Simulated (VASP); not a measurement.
# Er (P6_3/mmc) in VASP: a series of runs, part 2 of 2

VASP 6.6.1. The steps go on from the part before.

## Step 3: Single point, RPBE, collinear spin, ferromagnetic start

Contents of run.py:

```python
from ase import Atoms
from ase.calculators.vasp import Vasp
from ase.dft.bandgap import bandgap

atoms = Atoms(
    ['Er', 'Er'],
    cell=[[3.5588, 0.0, 0.0], [-1.7794, 3.082011207, 0.0], [0.0, 0.0, 5.5874]],
    scaled_positions=[[0.6666666667, 0.3333333333, 0.75], [0.3333333333, 0.6666666667, 0.25]],
    pbc=True,
)
atoms.set_initial_magnetic_moments([3.0, 3.0])
calc = Vasp(
    directory='calc',
    xc='rpbe',
    pp='PBE',
    setups={'base': 'minimal', 'Er': '_3'},
    prec='Accurate',
    encut=600,
    ediff=1e-06,
    ismear=0,
    sigma=0.1,
    lreal=False,
    lasph=True,
    nelm=150,
    algo='Normal',
    isif=2,
    lwave=False,
    lcharg=True,
    ispin=2,
    lorbit=11,
    lmaxmix=6,
    lelf=True,
    lvhar=True,
    kpts=[9, 9, 5],
    gamma=True,
)
atoms.calc = calc

print('energy (eV):', atoms.get_potential_energy())
print('free energy (eV):', atoms.get_potential_energy(force_consistent=True))
print('forces (eV/A):')
print(atoms.get_forces())
print('stress (eV/A^3, Voigt):', atoms.get_stress())
print('Fermi level (eV):', calc.get_fermi_level())
print('moment (muB):', atoms.get_magnetic_moment())
print('site moments (muB):', atoms.get_magnetic_moments())
gap, top, bottom = bandgap(calc)
print('band gap (eV):', gap, 'from (spin, k, band)', top, 'to', bottom)
```

Potentials or basis: VASP PAW PBE potentials, release 64 (Er_3), 4f in core.

Started as:

```console
python run.py
```

The program printed:

```text
energy (eV): -8.31176019
free energy (eV): -8.32129056
forces (eV/A):
[[ 0.  0.  0.]
 [-0.  0.  0.]]
stress (eV/A^3, Voigt): [-0.01539882 -0.01539882 -0.01173336 -0.          0.         -0.        ]
Fermi level (eV): 3.09888773
moment (muB): -0.0310976
site moments (muB): [-0.012 -0.012]
band gap (eV): 0.0 from (spin, k, band) (None, None, None) to (None, None, None)
```

OUTCAR:

```text
ENCUT = 600.000000
   EDIFF = 1.00e-06
   GGA = RP
   PREC = Accurate
   ISIF = 2
   ISMEAR = 0
   ISPIN = 2
   LORBIT = 11
   NELM = 150
   LASPH = .TRUE.
   LREAL = .FALSE.

 ion  position               nearest neighbor table
   1  0.667  0.333  0.750-   2 3.47   2 3.47   2 3.47   2 3.47   2 3.47   2 3.47
   2  0.333  0.667  0.250-   1 3.47   1 3.47   1 3.47   1 3.47   1 3.47   1 3.47

  LATTYP: Found a hexagonal cell.
 ALAT       =     3.5588000000
 C/A-ratio  =     1.5700236035

  Lattice vectors:

 A1 = (   3.5588000000,   0.0000000000,   0.0000000000)
 A2 = (  -1.7794000000,   3.0820112070,   0.0000000000)
 A3 = (   0.0000000000,   0.0000000000,   5.5874000000)

Analysis of symmetry for initial positions (statically):
=====================================================================
 Subroutine PRICEL returns:
 Original cell was already a primitive cell.

 Routine SETGRP: Setting up the symmetry group for a
 hexagonal supercell.

 Subroutine GETGRP returns: Found 24 space group operations
 (whereof 12 operations were pure point group operations)
 out of a pool of 24 trial point group operations.

The static configuration has the point symmetry D_3d.
 The point group associated with its full space group is D_6h.

Analysis of symmetry for dynamics (positions and initial velocities):
=====================================================================
 Subroutine PRICEL returns:
 Original cell was already a primitive cell.

 Routine SETGRP: Setting up the symmetry group for a
 hexagonal supercell.

 Subroutine GETGRP returns: Found 24 space group operations
 (whereof 12 operations were pure point group operations)
 out of a pool of 24 trial point group operations.

The dynamic configuration has the point symmetry D_3d.
 The point group associated with its full space group is D_6h.

Analysis of structural, dynamic, and magnetic symmetry:
=====================================================================
 Subroutine PRICEL returns:
 Original cell was already a primitive cell.

 Routine SETGRP: Setting up the symmetry group for a
 hexagonal supercell.

 Subroutine GETGRP returns: Found 24 space group operations
 (whereof 12 operations were pure point group operations)
 out of a pool of 24 trial point group operations.

The overall configuration has the point symmetry D_3d.
 The point group associated with its full space group is D_6h.

[... 115 lines left out ...]
   IALGO  =     38    algorithm
   IMIX   =      4    mixing-type and parameters
     AMIX     =   0.40;   BMIX     =  1.00
     AMIX_MAG =   1.60;   BMIX_MAG =  1.00
  volume/ion in A,a.u.               =      30.64       206.78
  Fermi-wavevector in a.u.,A,eV,Ry     =   1.088219  2.056437 16.112312  1.184222
  Thomas-Fermi vector in A             =   2.224396
   LORBIT       =     11    0 simple, 1 ext, 2 COOP (PROOUT), +10 PAW based schemes
   GGA     = RP    functional components
   LHFCALC =     F    Hartree Fock is set to
   AEXX    =    0.0000 exact exchange contribution
   IVDW    =     0    specifies the selected vdW correction
   LEPSILON=     F    determine dielectric tensor
   LRPA    =     F    only Hartree local field effects (RPA)
 spin polarized calculation
 Gauss-broadening in eV      SIGMA  =   0.10
  energy-cutoff  :      600.00
  volume of cell :       61.28
 maximum number of plane-waves:      2062
   NGX = 15   NGY = 15   NGZ = 23

 number of electron      18.0000002 magnetization       0.0041265

 number of electron      18.0000002 magnetization      -0.0310976

 Free energy of the ion-electron system (eV)
  ---------------------------------------------------
  ext. energy  EPLUGINS =         0.00000000
  ---------------------------------------------------
  free energy    TOTEN  =        -8.32129056 eV

  energy without entropy =       -8.30222982  energy(sigma->0) =       -8.31176019

 E-fermi :   3.0989     XC(G=0):  -9.7684

 val. band max:        3.0951104797   @ k =   0.4444   0.1111   0.4000
 cond. band min:       3.1150573974   @ k =   0.2222   0.1111   0.4000
 fundamental gap:      0.0199469177
 Fermi energy:         3.0988877298

 spin component 1

 k-point     1 :       0.0000    0.0000    0.0000
  band No.  band energies     occupation
      1     -21.9186      1.00000
      2     -21.4124      1.00000
      3     -21.4124      1.00000
      4     -21.3167      1.00000
      5     -21.3167      1.00000
      6     -21.2843      1.00000
[... 435 lines left out ...]
      5     -21.4691      1.00000
      6     -21.4691      1.00000
[... 8 lines left out ...]
     15       8.4791      0.00000
     16       8.4791      0.00000

 [... further k-points ...]

 spin component 2

 k-point     1 :       0.0000    0.0000    0.0000
  band No.  band energies     occupation
      1     -21.9221      1.00000
      2     -21.4159      1.00000
      3     -21.4159      1.00000
      4     -21.3201      1.00000
      5     -21.3201      1.00000
      6     -21.2873      1.00000
[... 435 lines left out ...]
      5     -21.4724      1.00000
      6     -21.4724      1.00000
[... 8 lines left out ...]
     15       8.4680      0.00000
     16       8.4680      0.00000

 [... further k-points ...]
[... 5 lines left out ...]
  --------------------------------------------------------------------------------------
  -------------------------------------------------------------------------------------
  Total        0.9437018      0.9437018      0.7190676      0.0000000      0.0000000     -0.0000000
  in kB       24.6716267     24.6716267     18.7989137      0.0000000      0.0000000     -0.0000000
  external PRESSURE =      22.7140557 kB  Pullay stress =       0.0000000 kB

 VOLUME and BASIS-vectors are now :
 -----------------------------------------------------------------------------
  energy-cutoff  :      600.00
  volume of cell :       61.28
      direct lattice vectors                 reciprocal lattice vectors
     3.558800000  0.000000000  0.000000000     0.280993593  0.162231727  0.000000000
    -1.779400000  3.082011207  0.000000000     0.000000000  0.324463454  0.000000000
     0.000000000  0.000000000  5.587400000     0.000000000  0.000000000  0.178974120

 POSITION                                       TOTAL-FORCE (eV/Angst)
 -----------------------------------------------------------------------------------
      1.77940      1.02734      4.19055         0.000000      0.000000      0.000000
     -0.00000      2.05467      1.39685        -0.000000      0.000000      0.000000
 -----------------------------------------------------------------------------------
    total drift:                                0.000000     -0.000000      0.000000

  FREE ENERGIE OF THE ION-ELECTRON SYSTEM (eV)
  ---------------------------------------------------
  free  energy   TOTEN  =        -8.3212905583 eV

  energy  without entropy=       -8.3022298210  energy(sigma->0) =       -8.31176019

 total charge

# of ion       s       p       d       tot
------------------------------------------
    1        0.508   6.533   1.061   8.101
    2        0.508   6.533   1.061   8.101
--------------------------------------------------
tot          1.015  13.066   2.122  16.203

 magnetization (x)

# of ion       s       p       d       tot
------------------------------------------
    1       -0.000  -0.004  -0.008  -0.012
    2       -0.000  -0.004  -0.008  -0.012
--------------------------------------------------
tot         -0.000  -0.009  -0.016  -0.024
```

INCAR:

```text
ENCUT = 600.000000
SIGMA = 0.100000
EDIFF = 1.00e-06
ALGO = Normal
GGA = RP
PREC = Accurate
ISIF = 2
ISMEAR = 0
ISPIN = 2
LMAXMIX = 6
LORBIT = 11
NELM = 150
LASPH = .TRUE.
LCHARG = .TRUE.
LELF = .TRUE.
LVHAR = .TRUE.
LWAVE = .FALSE.
LREAL = .FALSE.
MAGMOM = 2*3.0000
```

It took 96 s on 1 thread of AMD EPYC 9R45 (Zen 5), shared host; peak memory 0.22 GiB.

What came out:

```yaml
Free_energy: -8.3213 eV
Pressure: 2.3 GPa
Band_gap_on_the_k_mesh: none (metal or under the smearing width)
Net_moment: -0.03 μB per cell
Valence_electrons_inside_the_program's_atomic_spheres: Er 8.10
```

Caveat: the magnetic or orbital state may not be the lowest; the PAW data sets were made with another functional, which shifts forces and pressure a little; spin-orbit coupling is left out, which moves the levels of the heavy elements; the 4f electrons are frozen in the core as for a trivalent ion, so they carry no moment and show no levels. The state reached can hang on the start; a lower one may exist.
